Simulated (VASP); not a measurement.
TiO: equation of state with r2SCAN

The system is TiO.

```
Ti O
1.0
     2.80911    0.00000    0.00000
    -1.40456    2.43276    0.00000
     0.00000    0.00000    2.82512
Ti O
1 1
Direct
  0.66667 0.33333 0.00000
  0.00000 0.00000 0.50000
```

```
Program             : VASP 6.6.1
Task                : equation of state
Functional          : r2SCAN
Potentials or basis : VASP PAW PBE potentials, release 64 (Ti_sv, O)
Cutoff              : 520 eV
k mesh              : 8 × 8 × 8
Occupations         : fermi-dirac, width 0.05 eV
Spin                : no spin polarisation
```

| Quantity | Value |
| --- | --- |
| Equilibrium volume | 9.67 Å³/atom |
| Bulk modulus at fixed shape and positions | 253 GPa |
| Pressure derivative of the bulk modulus | 4.2 (rough: it moves with the points fitted) |

Energy against volume, from the lowest point:
| volume (Å³/atom) | energy (meV/atom) |
| --- | --- |
| 9.267 | 14.29 |
| 9.460 | 3.74 |
| 9.653 | 0.00 |
| 9.846 | 2.41 |
| 10.039 | 10.35 |

All runs of the series together: 4.3 min on 1 thread of AMD EPYC 9R45 (Zen 5) (shared host).

Caveat: the cell was scaled at fixed shape and fractional positions, which overstates the stiffness of a crystal with free parameters, most of all of layers and chains; the PAW data sets were made with another functional, which shifts forces and pressure a little.
